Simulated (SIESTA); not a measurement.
Runs of SIESTA 5.4.2 on Ti. The structure is hexagonal, space group P6_3/mmc (No. 194). The conventional cell has a = 2.950 Å, b = 2.950 Å, c = 4.680 Å, α = 90.00°, β = 90.00°, γ = 120.00°. Around Ti (site symmetry -6m2) lie 12 Ti at 2.89 to 2.95 Å. 

```tsv
task	level	potentials or basis	cell	k mesh	optimiser	force tolerance	stress tolerance (GPa)	broadening (eV)	window to (eV)	grid cutoff	energy shift	gap on the mesh (eV)	pressure (GPa)	V0 of scaled cells (Å³/atom)	relaxed volume (Å³/atom)	B0 (GPa)
relaxation of cell and atoms	PW91	PseudoDojo 0.5 standard (PBE files), DZP (energy shift 0.002 Ry)	relaxed	8 × 8 × 4	Broyden	0.01 eV/Å	0.05	-	-	1200 Ry	0.002 Ry	none	0.0	-	(a)	-
band structure	PBE	PseudoDojo 0.4 standard (PBE files), TZP (energy shift 0.002 Ry)	as given	10 × 10 × 6	-	-	-	-	-	800 Ry	0.002 Ry	none	-1.7	-	-	-
equation of state	PBE	PseudoDojo 0.4 standard (PBE files), DZP (energy shift 0.003 Ry; two zetas on semicore shells)	as given	10 × 10 × 6	-	-	-	-	-	800 Ry	0.003 Ry	-	-	17.44	-	114
equation of state	PBE	PseudoDojo 0.4 standard (PBE files), DZP (energy shift 0.002 Ry)	as given	10 × 10 × 6	-	-	-	-	-	800 Ry	0.002 Ry	-	-	(c)	-	115
optical spectrum	vdW-DF	PseudoDojo 0.4 standard (PBE files), DZDP (energy shift 0.002 Ry)	as given	10 × 10 × 6	-	-	-	0.2 eV	30 eV	800 Ry	0.002 Ry	none	1.2	-	-	-
relaxation of cell and atoms	xPBE	SG15 1.2 (PBE files) or PseudoDojo by element, TZDP (energy shift 0.01 Ry)	relaxed	8 × 8 × 4	Broyden	0.01 eV/Å	0.05	-	-	800 Ry	0.01 Ry	none	0.0	-	17.13	-
relaxation of the atoms	RGE2	Ansatz (PBE files), TZ (energy shift 0.002 Ry)	atoms relaxed	10 × 10 × 6	-	0.02 eV/Å	-	-	-	800 Ry	0.002 Ry	none	-5.0	-	-	-
band structure	PBE	PseudoDojo 0.4 standard (PBE files), DZP (energy shift 0.002 Ry)	as given	10 × 10 × 6	-	-	-	-	-	800 Ry	0.002 Ry	none	(b)	-	-	-
equation of state	PBE	PseudoDojo 0.4 standard (PBE files), TZDP (energy shift 0.002 Ry)	as given	10 × 10 × 6	-	-	-	-	-	800 Ry	0.002 Ry	-	-	17.40	-	115
single point	PBE	PseudoDojo 0.4 standard (PBE files), DZP (energy shift 0.003 Ry; two zetas on semicore shells)	as given	10 × 10 × 6	-	-	-	-	-	800 Ry	0.003 Ry	none	-1.3	-	-	-
```

Alike in all rows: no spin polarisation; smearing fermi-dirac 0.05 eV.

**Question.** Fill in the values left out.

**Answer.** (a) 17.27; (b) -1.5; (c) 17.41.

Caveats: the basis of atomic orbitals isn't converged, which shifts pressures, moduli and gaps; semicore shells carry a single zeta, which can move pressures by several GPa and volumes by a few percent (some runs); the potentials were made for another functional, which shifts forces and pressure (some runs); the cell was scaled at fixed shape and fractional positions, which overstates the stiffness of a crystal with free parameters, most of all of layers and chains (some runs); the basis holds too few empty states to meet the f-sum rule, so the spectrum is short of weight at high energy (some runs); the basis has no polarisation orbitals (some runs).

A k mesh can miss the band edges.

A gap of «none» marks a metal or a gap under the smearing width.

Not every run made on this cell is shown here.
